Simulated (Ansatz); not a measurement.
Consider the following.

Relaxed InN (wurtzite):

```xyz
4
Lattice="3.5369 0.0000 0.0000 -1.7685 3.0631 0.0000 0.0000 0.0000 5.7136" Properties=species:S:1:pos:R:3 pbc="T T T"
In     1.7685     1.0210     0.0116
In     0.0000     2.0420     2.8684
N      1.7685     1.0210     3.5605
N      0.0000     2.0420     0.7037
```

In each cell atom 1 (In, nearest neighbour N at 2.156 Å; its periodic images, 3.5 Å or more away, move with it) moves by s·(-0.820, 0.474, 0.321) (towards the nearest neighbour), the rest being held.

Method: PBEsol (plane waves to 420 eV, PAW, scalar-relativistic; Ansatz, a first-principles code). k mesh 9×9×5 (Γ-centred), Fermi-Dirac smearing 0.05 eV. The energy includes the smearing's −TS. With partly filled bands, energies and forces of such displacements shift with the k mesh and the smearing. At this level the bands of InN touch or barely overlap; measurements give the solid a gap. InN was relaxed with its symmetry unable to fall. The zero of ΔE is the undisplaced structure.

The scan covers s from -0.430 to 0.430 Å in 11 points.

Task: Is the energy the same for displacements of ±0.430 Å, and if not, which side lies higher?

Result: Not even: the positive side lies higher at ±0.430 Å. With its periodic images moving along, the atom's site symmetry in this cell is 3m..

Task: What is the energy change at s = 0.430 Å?

Result: 1946 meV/cell.

Task: What force acts on the atom along the line at s = -0.430 Å?

Result: 1.80 eV/Å.

Task: What is the force constant k = d²E/ds² of this move at s = 0?

Result: 10.7 eV/Å².

(For displaced atoms, the force is minus the slope of the energy, and its curvature is a force constant, which sets phonon frequencies.)
